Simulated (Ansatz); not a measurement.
A vibration from a frozen displacement in ZnCu

Computed with DFT PBE, scalar-relativistic, plane waves, PAW in Ansatz 0.2.0. Cutoff 420 eV, Γ-centred 16×16×16 k-points, Gaussian smearing of 0.15 eV. No spin polarisation. Energies are free energies at this smearing, counted from the undisturbed cell; pressure is positive in compression.

The undisturbed cell (as given, not relaxed at this level; it stands at 2.3 GPa, and it needn't be the usual structure):

```
CELL_PARAMETERS angstrom
2.94500 0.00000 0.00000
0.00000 2.94500 0.00000
0.00000 0.00000 2.94500
ATOMIC_POSITIONS crystal
Zn 0.50000 0.50000 0.50000
Cu 0.00000 0.00000 0.00000
```

Every Zn atom is moved by x along the Cartesian unit vector (-0.577, -0.577, -0.577); the cell and all other atoms stay fixed. The cell's volume is 25.54 Å³; the moved atoms weigh 65.380 u together and the others 63.546 u. Some rows repeat others by symmetry and weren't run.

```csv
x (Å),ΔE (meV/cell),total force on the moved atoms along the move (eV/Å),pressure (GPa)
-0.1000,24.36,0.4935,2.8727
-0.0875,18.59,0.4292,2.7397
-0.0750,13.62,0.3660,2.6248
-0.0625,9.44,0.3036,2.5278
-0.0500,6.03,0.2420,2.4486
-0.0375,3.39,0.1810,2.3870
-0.0250,1.50,0.1204,2.3432
-0.0125,0.38,0.0601,2.3168
0.0000,0.00,0.0000,2.3081
0.0125,0.38,-0.0601,2.3168
0.0250,1.50,-0.1204,2.3432
0.0375,3.39,-0.1810,2.3870
0.0500,6.03,-0.2420,2.4486
0.0625,9.44,-0.3036,2.5278
0.0750,13.62,-0.3660,2.6248
0.0875,18.59,-0.4292,2.7397
0.1000,24.36,-0.4935,2.8727
```

Q: What frequency belongs to this motion?

A: The force constant is k = −dF/dx = 4.808 eV/Å², from the parabola through x = -0.0125, 0 and 0.0125. In every cell the moved atoms swing against the rest, so the mass is μ = m₁m₂/(m₁ + m₂) = 32.225 u, and ν̃ = 521.5 cm⁻¹ × √(|k|/μ) = 201 cm⁻¹, at this cell's pressure of 2.3 GPa. To first order in x, and within 1 %, the force on every atom lies along the move and, within each of the two groups, in proportion to the atom's mass, so this is itself a mode at the zone centre of this cell.

Q: How far does the harmonic law reach?

A: At x = -0.100 Å, kx²/2 = 24.04 meV against the computed 24.36 meV (+1.3 %): the well is still close to harmonic there.

In a metal these slopes depend on the k mesh and the smearing.